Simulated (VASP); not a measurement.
Data:

```
CELL_PARAMETERS angstrom
      0.00000     2.88305     2.88305
      2.88305     0.00000     2.88305
      2.88305     2.88305     0.00000
ATOMIC_POSITIONS crystal
  Sr 0.00000 0.00000 0.00000
  F  0.25000 0.25000 0.25000
  F  0.71531 0.78469 0.71531
```

Calculation: PBEsol GGA, VASP's PBE PAW potentials (set 64) (plane waves; VASP). Run with 600 eV cut-off, 6×6×6 Γ-centred mesh, Gaussian smearing of 0.050 eV, potentials Sr_sv F.

Q: Which forces act on the atoms, in eV/Å?

A: 
| atom | Fx | Fy | Fz |
|---|---|---|---|
| Sr1 | 0.000 | -0.459 | 0.000 |
| F2 | 0.000 | -0.357 | 0.000 |
| F3 | 0.000 | 0.816 | 0.000 |

Q: Give the stress tensor in GPa (positive for a compressed cell).

A: 
```
 0.77   0.00  -2.18
 0.00   0.99   0.00
-2.18   0.00   0.77
```
The pressure is its mean diagonal, 0.85 GPa.

The compound is SrF2 in the fluorite structure. This cell was strained or had an atom moved on purpose.
